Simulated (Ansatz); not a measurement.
AlN (wurtzite): gap against strain (uniaxial along x, other directions held)

AlN (wurtzite), relaxed with r2SCAN in the plane-wave code Ansatz, then strained (uniaxial along x, other directions held; changes of length per length, axes as in the cell below) with the atoms relaxed again within the symmetry that is left. It is hexagonal, P6_3mc (No. 186); conventional cell a = 3.107 Å, c = 4.979 Å, 10.40 Å³ an atom. Al is surrounded by 4 N at 1.89–1.90 Å; N is surrounded by 4 Al at 1.89–1.90 Å. Calculated for a static, non-magnetic cell.

```
CELL_PARAMETERS angstrom
3.10669 0.00000 0.00000
-1.55335 2.69048 0.00000
0.00000 0.00000 4.97859
ATOMIC_POSITIONS crystal
Al 0.33333 0.66667 0.99670
Al 0.66667 0.33333 0.49670
N 0.33333 0.66667 0.37830
N 0.66667 0.33333 0.87830
```

Gaps are the least over each mesh (PBE 12×12×6, r2SCAN 12×12×6, HSE06 6×6×4 when unstrained) and the special points, which keep their unstrained names; stress is the change from the unstrained cell, compression positive.

```csv
strain (%),"gap, PBE (eV)","gap, r2SCAN (eV)","gap, HSE06 (eV)","edges, HSE06","stress along the strain, r2SCAN (GPa)","energy rise, r2SCAN (meV/atom)"
0.0,4.232,4.880,5.599,Γ,0.00,0.0
+0.5,4.176,4.821,5.539,Γ,-2.02,0.3
+3.0,3.897,4.528,5.238,Γ,-11.40,11.4
+4.0,3.786,4.412,5.118,Γ,-14.85,19.9
```

The meshes of the hybrids are coarse, so their gaps aren't converged to the digits shown.
